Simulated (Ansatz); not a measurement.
Six crystals in the fcc structure, computed with PBE in Ansatz (plane waves, PAW datasets (generated soft set 1); cutoff 420 eV), no spin polarisation, no spin–orbit coupling, Fermi–Dirac smearing of 0.061 eV, k-spacing 0.06 Å⁻¹.

Problem. Rank them by bulk modulus, stiffest first.
A. Mn
B. C
C. La
D. Cd
E. Ge
F. Cu

Solution. A (281 GPa), B (150 GPa), F (141 GPa), E (63 GPa), D (42 GPa), C (25 GPa).

Model structures, not the usual forms at ambient conditions (metastable or hypothetical): Mn, C, La, Cd, Ge. The real material (Mn) is magnetic: without spin this is a model state, and volume, stiffness and gap can lie far from those of the magnetic ground state.
